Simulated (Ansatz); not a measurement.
**HgTe, one cell by several methods**

```
CELL_PARAMETERS angstrom
0.00000 2.92150 2.92150
2.92150 0.00000 2.92150
2.92150 2.92150 0.00000
ATOMIC_POSITIONS crystal
Hg 0.00000 0.00000 0.00000
Te 0.50000 0.50000 0.50000
```

Atoms are numbered in the order listed.

The cell is COD entry 1538296, as deposited and not checked against the literature; nothing was relaxed.

No spin–orbit coupling, which matters for the heavy atoms here.

Methods: DFT, LDA, PAW with Ansatz's default frozen-core files, scalar-relativistic (Ansatz 0.2.0); DFT, LDA, all-electron PAW with datasets made for the crystal, scalar-relativistic (Ansatz 0.2.0); DFT, LDA, all-electron LAPW, scalar-relativistic (Ansatz 0.2.0).

For PAW: a Γ-centred 10×10×10 k mesh, Fermi–Dirac smearing of 0.08 eV, cutoff 420 eV, no spin polarisation; the PAW files were made with PBE, and the program remakes their frozen cores for this functional. The crystal-made all-electron datasets (AE datasets) take a cutoff of 260 eV at this cell. LAPW targets a basis error of 1 meV/atom. The Ansatz runs share mesh, smearing and spin set-up. Plane-wave (PAW) pressures include the program's estimate of the Pulay term.

Stress and pressure are positive in compression.

Levels count from the Fermi level.

```tsv
quantity	PAW	AE datasets	LAPW
pressure (GPa)	3.84	3.85	3.85
highest filled level at Γ (eV)	-0.528	-0.529	-0.529
lowest empty level at Γ (eV)	7.715	7.712	7.712
highest filled level at K (eV)	-0.020	-0.021	-0.021
lowest empty level at K (eV)	5.626	5.626	5.626
highest filled level at U (eV)	-0.020	-0.021	-0.021
lowest empty level at U (eV)	5.626	5.626	5.626
```

PAW's pressure differs from the LAPW value by -0.02 GPa. Datasets made for the crystal and LAPW share parts of one code, so their agreement isn't an independent check.
